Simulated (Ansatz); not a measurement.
# Stress against strain in SiO2

```
CELL_PARAMETERS angstrom
-2.37405 2.37405 3.74400
2.37405 -2.37405 3.74400
2.37405 2.37405 -3.74400
ATOMIC_POSITIONS crystal
Si 0.00000 0.00000 0.00000
Si 0.75000 0.25000 0.50000
O 0.99838 0.62500 0.87338
O 0.37500 0.24838 0.37338
O 0.75162 0.12500 0.12662
O 0.87500 0.00162 0.62662
```

Atoms are numbered in the order listed.

The cell is COD entry 9006285, as deposited and not checked against the literature; nothing was relaxed.

These are results of DFT, PBEsol, all-electron LAPW, scalar-relativistic in Ansatz 0.2.0, not measurements.

The runs use a Γ-centred 7×7×7 k mesh, Fermi–Dirac smearing of 0.03 eV, basis error target 1 meV/atom, no spin polarisation.

The strain is applied along the Cartesian axes of the cell as listed (the other components stay zero). Fractional coordinates are held (clamped ions).

σ is the change of stress from the unstrained cell, which is at 1.01 GPa; tension is positive, so slopes are stress–strain coefficients at that pressure.

Only quantities that a quadratic follows smoothly over the whole series are listed; rougher ones are left out.

```
    εzz  σzz (GPa)  σxx (GPa)
-0.0300      -6.65      -5.04
-0.0200      -4.40      -3.26
-0.0100      -2.18      -1.59
 0.0000       0.00       0.00
 0.0100       2.15       1.50
 0.0300       6.34       4.24
```

Fit the series and read off the stiffness at zero strain.

Least-squares fits y = p0 + p1 x + p2 x² to the rows give σzz (GPa): p1 = 217, p2 = -170; σxx (GPa): p1 = 155, p2 = -440. So C33 = 217 GPa and C13 = 155 GPa, for these axes.

One run, at εzz = 0.0200, is withheld. Predict its row.

The fits give 4.26, 2.92; the run gave 4.26, 2.91.
